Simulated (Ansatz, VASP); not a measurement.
Two plane-wave programs on LiSe3

```
CELL_PARAMETERS angstrom
3.96208 0.00000 0.00000
0.00000 3.96208 0.00000
0.00000 0.00000 5.43822
ATOMIC_POSITIONS crystal
Li 0.00000 0.00000 0.00000
Se 0.50000 0.50000 0.21530
Se 0.50000 0.50000 0.78470
Se 0.00000 0.00000 0.50000
```

Alike in both runs: functional PBE; k mesh 4 × 4 × 4; occupations gaussian, width 0.1 eV; no spin polarisation.

Ansatz relaxed the structure, and its values are those at the end. VASP's run is a single point on that final structure, the one shown.

|  | VASP | Ansatz |
| --- | --- | --- |
| version | VASP 6.6.1 | Ansatz 0.2.0 |
| potentials or method | VASP PAW PBE potentials, release 64 (Li_sv, Se) | scalar-relativistic, plane waves, PAW |
| plane-wave cutoff (eV) | 520 | 420 |
| valence electrons in the cell | 21 | 51 |

Ansatz gave:

| Item | Value |
| --- | --- |
| gap on the k mesh at the Fermi level (eV) | none |
| rms of the force components (eV/Å) | 0.011 |

Q: What did VASP give for the same quantities?

A: gap on the k mesh at the Fermi level (eV): none; rms of the force components (eV/Å): 0.022.

A gap of «none» marks a metal or a gap that the smearing closes. The two sets of potentials don't hold the same shells in valence.

Caveats: the k mesh is coarse (spacing up to 0.40 Å⁻¹), so the values aren't converged.
